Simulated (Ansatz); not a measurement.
Stackings of close-packed layers of NiO (capitals for Ni, lower case for the other element), each relaxed to a stress under 0.05 GPa; energies count from the stacking AcBaCb (R-3m).

Computed with DFT PBEsol, scalar-relativistic, plane waves, PAW in Ansatz.

Cutoff 420 eV, Gaussian smearing of 0.10 eV, energies at zero smearing, symmetry of each start kept, collinear spin where a moment is listed.

```tsv
start	atoms	k mesh	excess energy (meV/atom)	excess energy on a denser mesh (meV/atom)	spacing of like layers (Å)	a (Å)	gap on the mesh (eV)	size of the moment (μB per cell)	denser mesh
AbAc	4	12×12×9	9.4	9.7	2.502	2.819	0	0.00	21×21×18
AcBcAbCbAbCb	12	12×12×3	71.2	71.2	2.561	2.827	0	4.00	21×21×6
```

Moments started parallel, and an antiferromagnetic order may lie lower.

Small energy differences in metals hang on the k mesh (about 10 mJ/m² or 1 to 2 meV/atom on the mesh of the relaxation).

Cost: 2 runs of about 13 core-minutes in all, on AMD EPYC 9R45 (Zen 5) (shared hosts).